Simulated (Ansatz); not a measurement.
A trial cell of Sn, before relaxation:

```
Sn
1.0
     7.18805    0.00000    0.00000
    -3.59403    6.22504    0.00000
     0.00000    0.00000    4.23911
Sn
6
Cartesian
  2.2378 3.8760 0.7065
  2.7124 0.0000 2.1196
  -1.3562 2.3490 3.5326
  -2.2378 3.8760 1.4130
  1.3562 2.3490 2.8261
  4.4756 0.0000 0.0000
```

Method: DFT PBE, scalar-relativistic, plane waves, PAW (Ansatz 0.2.0). Cutoff 420 eV, Gaussian smearing, Γ-centred meshes. Cell and atoms relax first on a coarse mesh and then on a finer one. In between, the cell is made exact in the group found at 0.06 Å. In metals the finer mesh still leaves noise of several meV/atom or more. The steps can't lower the symmetry of their start. No spin polarisation.

A guess keeps its type if space group and coordination stay and the shape of the cell changes little (axis ratios within about 15 %, angles within 6°); the volume may change.

Question: Will the relaxed cell still be of the starting type?

Answer: It keeps its type. The symmetry stays P6_122 (No. 178). The volume per atom grows by 13.8 %, from 31.6 to 36.0 Å³. The shortest distance goes from 2.76 Å (Sn–Sn) to 2.89 Å (Sn–Sn). The ratio c/a of the conventional cell changes by a factor of 1.05. Counting neighbours within 15 % of an atom's shortest distance, the start has Sn 4 and the end Sn 4.

Energies count from the standard state of Sn at the same level. The references include grey tin.

Question: At what energy does it end?

Answer: +0.09 eV/atom. So it is a metastable form at best.

The last run used a 6×6×8 mesh (in the run's order of axes) for its 6-atom cell and Gaussian smearing of 0.10 eV. A structure relaxed within its symmetry needn't be a true minimum.
